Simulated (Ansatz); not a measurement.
# CdHgSe$_{4}$: relaxation (Ansatz)

input.yaml:

```yaml
crystal:
  lattice:
    - [0.0, 0.0, 4.502222]
    - [5.968303, -5.968303, 2.251111]
    - [5.968303, 5.968303, -2.251111]
  atoms:
    - { symbol: Hg, position: [0.0, 0.0, 0.0] }
    - { symbol: Se, position: [0.424, 0.014, 0.282] }
    - { symbol: Se, position: [0.562, 0.282, 0.986] }
    - { symbol: Se, position: [0.156, 0.986, 0.718] }
    - { symbol: Se, position: [0.858, 0.718, 0.014] }
    - { symbol: Cd, position: [0.75, 0.5, 0.5] }
  symmetry: { tolerance: 0.0003 }
kpoints:
  mp_grid: { grid: [5, 5, 5], shift: [0, 0, 0] }
magnetization:
  spin_polarized: false
scf:
  occupations: { method: fermi_dirac }
  lower_state_search: "off"
hamiltonian:
  pseudopotentials: { kind: paw }
  xc: r2scan
basis:
  ecutwfc: 500
  fft_grid_basis: typed
relax:
  max_steps: 40
  cell: { p_target: 0.0 }
  f_tol: 0.03
output:
  forces: true
  stress: true
  eigenvalues: true
  bader: true
  populations: true
  elf: true
  write_potential: true
  volumetric_format: npy
  dos:
    e_range: [-12, 8]
    de: 0.05
    projected: { site_lists: { Cd: [Cd], Hg: [Hg], Se: [Se] } }
checkpoint:
  read: saved_state
```

Run with:

```bash
ansatz run input.yaml --threads 2 --pin off --max-ram 2560MiB --backend cpu --events-out ev --progress --plain --runs-dir out
```

Origin of the cell: a known structure type with other elements, at an estimated volume, so it need not be a known compound.

The smearing width isn't typed, so it takes its default of 0.1 eV.

The saved state is a converged single point of the same cell.

Steps («new basis» is an SCF on plane waves selected anew at the same cell):

| step | ΔF (meV/atom) | max force component (eV/Å) | P (GPa) | volume (Å³) | SCF iterations | step was |
| --- | --- | --- | --- | --- | --- | --- |
| 1 | 0.0 | 0.607 | -3.35 | 320.74 | 7 | accepted |
| 2 | -170.5 | 0.673 | -2.48 | 293.13 | 8 | accepted |
| 3 | -348.6 | 1.077 | -1.80 | 279.03 | 8 | accepted |
| 4 | -534.7 | 0.935 | -0.63 | 268.70 | 8 | accepted |
| 5 | -635.2 | 0.294 | 0.98 | 264.26 | 8 | accepted |
| 6 | -680.5 | 0.236 | -0.39 | 263.60 | 7 | accepted |
| 7 | -733.2 | 0.178 | -0.45 | 253.72 | 8 | accepted |
| 8 | -794.6 | 0.214 | -1.14 | 232.53 | 7 | accepted |
| 9 | -864.8 | 0.415 | -1.18 | 208.99 | 7 | accepted |
| 10 | -946.8 | 0.606 | -0.74 | 185.28 | 7 | accepted |
| 11 | -1031.1 | 0.630 | -0.47 | 169.40 | 8 | accepted |
| 12 | -1109.3 | 0.558 | 1.27 | 157.29 | 7 | accepted |
| 13 | -1135.5 | 0.232 | 2.00 | 156.37 | 7 | accepted |
| 14 | -1095.6 | 0.403 | -2.28 | 176.36 | 7 | rejected |
| 15 | -1142.8 | 0.027 | -0.63 | 161.71 | 10 | accepted |
| 16 | -1147.6 | 0.115 | -0.09 | 157.12 | 6 | accepted |
| 17 | -1153.4 | 0.182 | -0.29 | 155.17 | 6 | accepted |
| 18 | -1165.1 | 0.288 | -0.38 | 153.10 | 6 | accepted |
| 19 | -1186.0 | 0.425 | -0.39 | 151.48 | 6 | accepted |
| 20 | -1265.5 | 0.615 | -0.27 | 151.13 | 6 | accepted |
| 21 | -1339.6 | 0.329 | -0.21 | 152.52 | 6 | accepted |
| 22 | -1354.3 | 0.157 | 0.98 | 154.93 | 9 | accepted |
| 23 | -1358.8 | 0.229 | -0.33 | 156.31 | 9 | accepted |
| 24 | -1367.2 | 0.176 | -0.43 | 159.89 | 9 | accepted |
| 25 | -1390.7 | 0.214 | -1.07 | 166.89 | 7 | accepted |
| 26 | -1419.4 | 0.222 | -0.01 | 164.86 | 7 | accepted |
| 27 | -1440.8 | 0.246 | -0.33 | 166.55 | 7 | accepted |
| 28 | -1454.5 | 0.159 | 0.05 | 165.38 | 7 | accepted |
| 29 | -1456.7 | 0.009 | -0.12 | 166.55 | 6 | accepted |
| 30 | -1456.7 | 0.024 | -0.01 | 165.85 | 6 | accepted |
| 31 | -1456.2 | 0.023 | -0.02 | 165.85 | 7 | new basis |

The starting structure.

Space group I-4 (No. 82); the run's cell has a = 4.502 Å, b = 8.735 Å, c = 8.735 Å, α = 93.81°, β = 104.93°, γ = 75.07°. Shortest distances: Hg–Se 2.72 Å.

After:

Space group I-4 (No. 82); the run's cell has a = 5.181 Å, b = 6.223 Å, c = 6.223 Å, α = 99.98°, β = 114.60°, γ = 65.40°. Shortest distances: Se–Se 2.65 Å, Cd–Se 2.71 Å, Hg–Se 2.71 Å.

```yaml
crystal:
  lattice:
    - [0.00000, 0.00000, 5.18108]
    - [4.00068, -4.00068, 2.59054]
    - [4.00068, 4.00068, -2.59054]
  atoms:
    - { symbol: Hg, position: [0.00000, 0.00000, 0.00000] }
    - { symbol: Se, position: [0.37350, 0.96321, 0.46422] }
    - { symbol: Se, position: [0.66329, 0.46422, 0.03679] }
    - { symbol: Se, position: [0.87249, 0.03679, 0.53578] }
    - { symbol: Se, position: [0.09072, 0.53578, 0.96321] }
    - { symbol: Cd, position: [0.75000, 0.50000, 0.50000] }
```

- Free energy lowered by: 1456.2 meV/atom
- Volume change: -48.29 %
- Final pressure: -0.02 GPa
- Relaxation steps listed: 31
- Formation energy (elements under the same functional, gases as molecules, uncorrected): -0.166 eV/atom

Caveats: no spin-orbit coupling, though heavy elements are present; the relaxation held the start's symmetry, so the end may be a saddle point.

Time: 27 min on 2 threads of Arm Neoverse V2, on a shared host, peak memory 1.4 GiB, from a saved density.
